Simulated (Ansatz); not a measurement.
Runs of Ansatz 0.2.0 on PbF2 (Fluorocronite). The structure is cubic, space group Fm-3m (No. 225). Conventional cell: a = 5.927 Å, b = 5.927 Å, c = 5.927 Å, α = 90.00°, β = 90.00°, γ = 90.00°. Around Pb (site symmetry m-3m) lie 8 F at 2.57 Å. F (site symmetry -43m) is surrounded by 4 Pb at 2.57 Å. 

| task | level | cell | k mesh | smearing | gap on the mesh (eV) | pressure (GPa) | relaxed volume (Å³/atom) |
| --- | --- | --- | --- | --- | --- | --- | --- |
| single point | PBE | as given | 8 × 8 × 8 | gaussian 0.03 eV | 4.42 | 2.7 | - |
| phonons | LDA | as given | 6 × 6 × 6 | fixed | 4.28 | - | - |
| single point | PBE | as given | 8 × 8 × 8 | gaussian 0.029 eV | 4.42 | 2.7 | - |
| relaxation of cell and atoms | BLYP+D4 | relaxed | 8 × 8 × 8 | fermi-dirac 0.05 eV | 4.51 | 0.0 | 18.09 |
| relaxation of cell and atoms | BLYP+D3(BJ) | relaxed | 8 × 8 × 8 | fermi-dirac 0.05 eV | 4.51 | 0.0 | (a) |

Alike in all rows: potentials or basis Ansatz PAW; no spin polarisation; cutoff (eV) 420.

Problem. Fill in the values left out.

Solution. (a) 17.80.

Caveats: spin-orbit coupling is left out, which as a rule narrows the gap of such compounds by several tenths of an eV; the PAW data sets come from PBE, with cores solved anew for the run's functional, which leaves a small shift of forces and pressure (some runs); the plane-wave basis is chosen anew once the cell has moved, so the energies of steps on either side of that aren't comparable (some runs).

A k mesh can miss the band edges, and the runs leave out spin-orbit coupling on Pb.
